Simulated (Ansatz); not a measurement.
# MoS2 (P6_3/mmc) in Ansatz: reference runs

Aim: a first look at MoS2 with PBEsol, on the cell as given and on a disturbed one.

Everything below comes from runs of Ansatz 0.2.0. Logs are shortened: lines on timing, memory, paths and dates and some standing lists are left out, and cuts for length are marked.

## Step 1: The structure

Symmetry: P6_3/mmc, No. 194, hexagonal system. Conventional cell: a = 3.169 Å, b = 3.169 Å, c = 12.324 Å, α = 90.00°, β = 90.00°, γ = 120.00°. Mo (site symmetry -6m2) has 6 S at 2.41 Å as nearest neighbours. Around S (site symmetry 3m) lie 3 Mo at 2.41 Å.

## Step 2: Single point, PBEsol

File input.yaml:

```yaml
crystal:
  lattice:
    - [3.169, 0.0, 0.0]
    - [-1.5845, 2.7444345046, 0.0]
    - [0.0, 0.0, 12.324]
  atoms:
    - { symbol: Mo, position: [0.6666666667, 0.3333333333, 0.75] }
    - { symbol: Mo, position: [0.3333333333, 0.6666666667, 0.25] }
    - { symbol: S, position: [0.6666666667, 0.3333333333, 0.377] }
    - { symbol: S, position: [0.3333333333, 0.6666666667, 0.877] }
    - { symbol: S, position: [0.6666666667, 0.3333333333, 0.123] }
    - { symbol: S, position: [0.3333333333, 0.6666666667, 0.623] }
kpoints:
  mp_grid: { grid: [10, 10, 3] }
scf:
  occupations: { method: fermi_dirac, width: 0.05 }
hamiltonian:
  xc: pbesol
  pseudopotentials: { kind: all_electron, lapw: { basis_error: 0.001 } }
output:
  forces: true
  stress: true
  eigenvalues: true
  populations: true
```

Potentials or basis: all-electron LAPW, scalar-relativistic.

On the command line:

```console
$ ansatz run input.yaml --threads 4 --pin off --max-ram 12288MiB --backend cpu --events-out ev --progress --plain --runs-dir out
```

Standard output:

```text
Warning: RAYON_NUM_THREADS=4 ignored (pool sized by the plan → 4); use --threads N
Mo: projections on atomic orbitals take those of the free atom 1s2 2s2 2p6 3s2 3p6 3d10 4s2 4p6 4d5 5s1, of charge +0.00 (hamiltonian.pseudopotentials.projection_atoms)
S: projections on atomic orbitals take those of the free atom 1s2 2s2 2p6 3s2 3p4, of charge +0.00 (hamiltonian.pseudopotentials.projection_atoms)
LAPW: plane waves up to 8.283 Å⁻¹, error target 1.0e-3 eV per atom; small_component_spin mean_spin; S in spheres of 1.069 Å, 14 of its electrons in bands, Dirac shells []; Mo in spheres of 1.339 Å, 30 of its electrons in bands, Dirac shells [] (how accurate: hamiltonian.pseudopotentials.lapw.basis_error, Limitations)
Engine: ansatz 0.2.0, aarch64-unknown-linux-gnu
Pseudopotentials: kind: all_electron
Pseudopotential: Mo, LAPW, valence charge 30, lapw/all_electron/scalar/gaussian/Mo, Koelling and Harmon's equation, gaussian nucleus
Pseudopotential: S, LAPW, valence charge 14, lapw/all_electron/scalar/gaussian/S, Koelling and Harmon's equation, gaussian nucleus
Functional definition: PBEsol
  exchange = pbesol_x
  correlation = pbesol_c
Crystal: 6 atoms, lattice volume = 107.183 Å³
Basis set: ecut = 261.39710810394945 eV, 1035 PW (Γ), exchange–correlation at level 2
Bands: 70, of which v1, the nominal top of the filled ones, is band 58 counted from 1 (57 counted from 0)
Symmetry: 24 space group operations
Space group: P63/mmc (ITA 194), of the structure as read, at distance tolerance 4.8e-5 Å
k-points: 28 of 300
Non-local potential: Mo, projectors of the file, none
Non-local potential: S, projectors of the file, none
Initial density: superposition of atomic densities (chi_scale 0.1, normalization cell, long waves kept (reshape's long-wave potential 0.16 eV rms))
Initial wavefunctions: plane waves of lowest kinetic energy (no species holds an atomic orbital)
Functional: x = pbesol(κ = 0.804, μ = 0.12345679012345678), c = pbesol(β = 0.046)
iter 1 solved again at ethr=5.07e-3 eV; its pass at ethr=1.00e-1 eV (dr2=5.88e0 eV) is discarded
SCF iter   1: F=—  HF=-263629.318020 eV  |F-HF|=—  |Δ(HF+E_count)|=         —  Δρ=6.33e-2  dr2=5.89e0  ethr=5.07e-3  ⟨swp⟩=2.0  Hψ=12924  notcnv=0
preconditioner: auto → Resta (q_TF=auto, 2.764 Å⁻¹)  ε∞=5.3  [insulator: Δε(μ)=0.848 eV  Ē_g=10.330 eV  σ=0.050 eV  W_gap=1.00  n_scr=52 (ndim 8)  ℏωp=21.5 eV  f_vac=0.088  D(μ)=0.00/eV (n_scr^D=0)  ε∞_Penn≈5.3]
SCF iter   2: F=—  HF=-263627.878144 eV  |F-HF|=—  |Δ(HF+E_count)|=    1.44e0  Δρ=4.01e-2  dr2=6.73e0  ethr=5.07e-3  ⟨swp⟩=3.0  Hψ=5909  notcnv=0
iter 3 solved again at ethr=4.26e-4 eV; its pass at ethr=5.07e-3 eV (dr2=4.94e-1 eV) is discarded
SCF iter   3: F=—  HF=-263626.658128 eV  |F-HF|=—  |Δ(HF+E_count)|=    1.22e0  Δρ=1.81e-2  dr2=4.93e-1  ethr=4.26e-4  ⟨swp⟩=2.0  Hψ=9176  notcnv=0
SCF iter   4: F=—  HF=-263626.517011 eV  |F-HF|=—  |Δ(HF+E_count)|=         —  Δρ=4.59e-3  dr2=7.44e-2  ethr=4.25e-4  ⟨swp⟩=3.0  Hψ=5617  notcnv=0
the basis was enlarged: its passes take 4.3 MiB over the memory plan, 4 of 4 planned eigensolver slots
SCF iter   5: F=—  HF=-263626.502379 eV  |F-HF|=—  |Δ(HF+E_count)|=   1.46e-2  Δρ=2.83e-3  dr2=2.02e-2  ethr=6.41e-5  ⟨swp⟩=2.0  Hψ=5814  notcnv=0
SCF iter   6: F=—  HF=-263626.498950 eV  |F-HF|=—  |Δ(HF+E_count)|=   3.43e-3  Δρ=1.26e-3  dr2=3.60e-3  ethr=1.74e-5  ⟨swp⟩=2.0  Hψ=5488  notcnv=0
SCF iter   7: F=—  HF=-263626.498269 eV  |F-HF|=—  |Δ(HF+E_count)|=   6.82e-4  Δρ=1.21e-4  dr2=3.39e-5  ethr=3.11e-6  ⟨swp⟩=2.0  Hψ=5490  notcnv=0
SCF iter   8: F=—  HF=-263626.498302 eV  |F-HF|=—  |Δ(HF+E_count)|=   3.31e-5  Δρ=8.22e-5  dr2=1.87e-5  ethr=2.92e-8  ⟨swp⟩=3.0  Hψ=5838  notcnv=0
SCF iter   9: F=—  HF=-263626.498303 eV  |F-HF|=—  |Δ(HF+E_count)|=   1.18e-6  Δρ=1.94e-5  dr2=7.73e-7  ethr=1.61e-8  ⟨swp⟩=3.0  Hψ=5593  notcnv=0
SCF iter  10: F=-263626.498303 eV  HF=-263626.498303 eV  |F-HF|=2.18e-8  |Δ(HF+E_count)|=   7.01e-8  Δρ=4.33e-6  dr2=2.48e-8  ethr=6.66e-10  ⟨swp⟩=3.0  Hψ=5610  notcnv=0
SCF 1 converged in 10 iterations: F = -263626.498303 eV  dr2 = 2.48e-8
SCF converged after 10 iterations
Free energy (F): -263626.498303 eV
Harris-Foulkes:  -263626.498303 eV  (|F-HF|=2.18e-8)
Internal energy: -263626.498299 eV  (E = F + TS)
E sigma→0 (E₀):  -263626.498301 eV
Entropy (-TS):   -0.000003 eV (-0.001 meV/atom)
Fermi energy:    12.524714 eV
--- Per-component energies (eV) ---
  E_band       = -13606.368553
  E_kinetic    = 271777.215152
  E_xc         = -9345.346955
  E_electrostatic = -526058.366497  (all electrons and nuclei)
  E_smearing   = -0.000003  (= −TS)
  E_closure    = 0.000000  (closes the sum)
  E_atoms      = -263579.759470  (free atoms, spherical and without spin; not in F)
  Σ components = -263626.498303   (vs F -263626.498303, Δ=0.00e0)
  Basis errors (estimates in eV, not in F): energy 4.9e-4 per atom: plane waves 4.4e-4 (2.5e-4 summed), levels above the bands 8.5e-63, relativity 1.4e-8, radial functions 4.4e-5, core shells 2.8e-7; eigenvalues (radial functions only) 2.4e-6; not estimated: angular momenta, meshes, grids; target (lapw.basis_error) 1.0e-3; muffin-tin radii S 1.069 Å, Mo 1.339 Å
--- Forces (eV/Å), atoms counted from 1 ---
  atom   1  Mo     0.00000000     0.00000000     0.00000000
  atom   2  Mo    -0.00000000    -0.00000000     0.00000000
  atom   3  S      0.00000000     0.00000000    -0.31259389
  atom   4  S     -0.00000000    -0.00000000    -0.31259389
  atom   5  S      0.00000000     0.00000000     0.31259389
  atom   6  S     -0.00000000    -0.00000000     0.31259389
  max |Σ_I F_I| component: 2.60e-18 eV/Å
--- Stress (GPa, compression-positive) ---
       -3.251434       0.000000      -0.000000
        0.000000      -3.251434      -0.000000
       -0.000000      -0.000000      -2.344517
  P = ⅓ Tr σ = -2.9491 GPa (-29.491 kbar)
--- Band table (eV; the first three rows and the last of 28) ---
  k-point 0: bands = ["-363.9382", "-363.9382", "-363.9190", "-363.9190", "-363.9190", "-363.9190", "-206.1014", "-206.1014", "-206.1014", "-206.1014", "-206.0885", "-206.0885", "-206.0797", "-206.0797", "-206.0797", "-206.0797", "-193.3967", "-193.3967", "-193.3967", "-193.3967", "-138.4708", "-138.4708", "-138.4708", "-138.4708", "-138.4708", "-138.4708", "-138.4708", "-138.4708", "-138.4226", "-138.4226", "-138.4226", "-138.4226", "-49.2910", "-49.2910", "-23.4696", "-23.4695", "-23.2386", "-23.2386", "-23.2386", "-23.2386", "-2.8203", "-2.5458", "-1.5970", "-1.1439", "5.2202", "6.2734", "8.6022", "8.8494", "8.8494", "8.8624", "8.8624", "9.9529", "9.9529", "9.9997", "9.9997", "10.9488", "10.9601", "12.1326", "14.2267", "14.2267", "14.2543", "14.2543", "14.4075", "14.4075", "14.5832", "14.5832", "17.5588", "17.6978", "20.0789", "20.5897"]
  k-point 1: bands = ["-363.9382", "-363.9382", "-363.9190", "-363.9190", "-363.9190", "-363.9190", "-206.1014", "-206.1014", "-206.1014", "-206.1014", "-206.0885", "-206.0885", "-206.0797", "-206.0797", "-206.0797", "-206.0797", "-193.3967", "-193.3967", "-193.3967", "-193.3967", "-138.4708", "-138.4708", "-138.4708", "-138.4708", "-138.4708", "-138.4708", "-138.4708", "-138.4708", "-138.4226", "-138.4226", "-138.4226", "-138.4226", "-49.2910", "-49.2910", "-23.4696", "-23.4695", "-23.2386", "-23.2386", "-23.2386", "-23.2386", "-2.7655", "-2.6325", "-1.4678", "-1.2456", "5.4300", "5.9344", "8.8526", "8.8526", "8.8591", "8.8591", "9.0878", "9.9646", "9.9646", "9.9880", "9.9880", "10.0321", "11.6379", "12.0171", "14.2283", "14.2283", "14.2397", "14.2397", "14.4588", "14.4588", "14.5442", "14.5442", "17.5993", "17.6684", "20.2033", "20.4717"]
  k-point 2: bands = ["-363.9382", "-363.9382", "-363.9190", "-363.9190", "-363.9190", "-363.9190", "-206.1014", "-206.1014", "-206.1014", "-206.1014", "-206.0885", "-206.0885", "-206.0797", "-206.0797", "-206.0797", "-206.0797", "-193.3967", "-193.3967", "-193.3967", "-193.3967", "-138.4708", "-138.4708", "-138.4708", "-138.4708", "-138.4708", "-138.4708", "-138.4708", "-138.4708", "-138.4226", "-138.4226", "-138.4226", "-138.4226", "-49.2872", "-49.2872", "-23.4620", "-23.4620", "-23.2772", "-23.2772", "-23.2474", "-23.2474", "-2.6683", "-2.3963", "-1.5244", "-1.0903", "5.3928", "6.4404", "8.3196", "8.5135", "8.5398", "9.0018", "9.0228", "9.4299", "9.7157", "9.7692", "10.0949", "10.9622", "11.1188", "11.8364", "14.0563", "14.0987", "14.1331", "14.2256", "14.2846", "14.4312", "14.4560", "14.5334", "18.2496", "18.3761", "20.5739", "20.6721"]
  k-point 27: bands = ["-363.9382", "-363.9382", "-363.9190", "-363.9190", "-363.9190", "-363.9190", "-206.1014", "-206.1014", "-206.1014", "-206.1014", "-206.0885", "-206.0885", "-206.0797", "-206.0797", "-206.0797", "-206.0797", "-193.3967", "-193.3967", "-193.3967", "-193.3967", "-138.4708", "-138.4708", "-138.4708", "-138.4708", "-138.4708", "-138.4708", "-138.4708", "-138.4708", "-138.4226", "-138.4226", "-138.4226", "-138.4226", "-49.2466", "-49.2466", "-23.5509", "-23.5509", "-23.4643", "-23.4643", "-23.3814", "-23.3814", "-0.5313", "-0.5089", "-0.4421", "-0.4202", "6.0041", "6.0822", "6.4820", "6.5611", "7.5188", "7.5737", "7.7652", "7.8564", "8.4713", "8.6409", "9.3141", "9.5094", "11.2667", "11.3483", "13.2859", "13.3230", "14.1804", "14.6187", "14.8766", "14.9258", "16.1570", "16.3483", "18.3668", "18.8220", "19.3907", "19.6722"]
--- Löwdin populations: 6 sites ---
  site symbol       q [e]
     0     Mo     41.6793
     1     Mo     41.6793
     2      S     16.0608
     3      S     16.0608
     4      S     16.0608
     5      S     16.0608
  spilling = 0.002692 (of n_electrons = 148.000000)
```

Wall time 14 s (4 threads of Arm Neoverse V2, shared host); peak memory 0.68 GiB.

What came out:

```yaml
Free_energy: -263626.4983 eV
Pressure: -2.9 GPa
Largest_force: 0.313 eV/Å
Band_gap_on_the_k_mesh: 0.89 eV, indirect (least direct gap 1.87 eV)
```

Forces on the atoms (eV/Å):
```
Mo   0.000  0.000  0.000
Mo   0.000  0.000  0.000
S    0.000  0.000 -0.313
S    0.000  0.000 -0.313
S    0.000  0.000  0.313
S    0.000  0.000  0.313
```

Stress tensor (GPa, compression positive):
```
-3.25  0.00  0.00
 0.00 -3.25  0.00
 0.00  0.00 -2.34
```

Levels at points of the mesh, in eV from the valence-band top:
```tsv
k point	band 55	band 56	band 57	band 58	band 59	band 60	band 61	band 62
(0.00, 0.00, 0.00)	-2.13	-1.18	-1.17	0.00	2.09	2.09	2.12	2.12
(0.00, -0.50, 0.00)	-1.72	-1.52	-1.43	-1.30	1.59	1.64	1.98	2.26
```

Caveat: an odd mesh through Γ misses points on the zone boundary, where band edges often lie; this functional lacks dispersion, which binds the layers, so the pressure and a relaxed spacing across them are unreliable.

(Part 1 of 2 ends here.)
